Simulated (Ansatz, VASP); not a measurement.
This is a calculation of Ge (Germanium) for VASP 6.6.1. 

The input INCAR:

```
SYSTEM = Ge
PREC = Accurate
ENCUT = 520
EDIFF = 1E-6
ISMEAR = 0
SIGMA = 0.03
LREAL = .FALSE.
LASPH = .TRUE.
NELM = 100
ALGO = Fast
ISIF = 2
LWAVE = .FALSE.
LCHARG = .FALSE.
GGA = PE
```

File KPOINTS:

```
regular mesh
0
G
  8 8 8
  0 0 0
```

The input POSCAR:

```
Ge
1.0
    0.0000000000      2.8289100000      2.8289100000
    2.8289100000      0.0000000000      2.8289100000
    2.8289100000      2.8289100000      0.0000000000
Ge
2
Direct
    0.7500000000      0.7500000000      0.7500000000
    0.5000000000      0.5000000000      0.5000000000
```

Potentials or basis: VASP PAW PBE potentials, release 64 (Ge_d).

Run with:

```sh
$ cat potpaw_PBE.64/Ge_d/POTCAR > POTCAR
$ mpirun -np 1 vasp_std > vasp.out
```

**Question.** Set up the same calculation for Ansatz 0.2.0. Potentials or basis there: all-electron LAPW, scalar-relativistic.

**Answer.** As run (cutoffs and basis follow the program's own potentials, and thresholds, step limits or extra output files can differ):

File input.yaml:

```yaml
crystal:
  lattice:
    - [0.0, 2.82891, 2.82891]
    - [2.82891, 0.0, 2.82891]
    - [2.82891, 2.82891, 0.0]
  atoms:
    - { symbol: Ge, position: [0.75, 0.75, 0.75] }
    - { symbol: Ge, position: [0.5, 0.5, 0.5] }
kpoints:
  mp_grid: { grid: [8, 8, 8] }
scf:
  occupations: { method: gaussian, width: 0.03 }
hamiltonian:
  xc: pbe
  pseudopotentials: { kind: all_electron, lapw: { basis_error: 0.001 } }
output:
  forces: true
  stress: true
  eigenvalues: true
```

Potentials or basis: all-electron LAPW, scalar-relativistic.

Launch:

```console
$ ansatz run input.yaml --threads 1 --pin off --max-ram 3072MiB --backend cpu --events-out ev --progress --plain --runs-dir out
```

Both were run:

|  | VASP | Ansatz |
| --- | --- | --- |
| Pressure | 3.6 GPa | 3.6 GPa |

Where Ansatz's input types no cutoff or centring, it takes its own default and a Γ-centred mesh.

Pressure is positive in compression.
